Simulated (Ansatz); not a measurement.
Tl in Ansatz: the effect of functional

Tl:

```xyz
2
Lattice="3.3854 0.0000 0.0000 -1.6927 2.9319 0.0000 0.0000 0.0000 5.4122" Properties=species:S:1:pos:R:3 pbc="T T T"
Tl    1.6927    0.9773    4.0592
Tl    0.0000    1.9546    1.3531
```

The cell isn't the ideal one: volume scaled by 0.94.

Alike in all runs:

| Property | Result |
| --- | --- |
| Program | Ansatz 0.2.0 |
| Task | single point |
| Potentials or basis | Ansatz PAW |
| k mesh | 9 × 9 × 5 |
| Occupations | fermi-dirac, width 0.05 eV |
| Spin | no spin polarisation |

```csv
functional,cutoff,pressure (GPa)
LDA,420 eV (not typed: the program's choice for these potentials),0.9
r2SCAN,500 eV (not typed: the program's choice for these potentials),?
PBE,420 eV (not typed: the program's choice for these potentials),6.6
```

Problem. What does the run with functional r2SCAN give?

Solution. Pressure 5.2 GPa.

Caveats: the PAW data sets come from PBE, with cores solved anew for the run's functional, which leaves a small shift of forces and pressure (some runs).
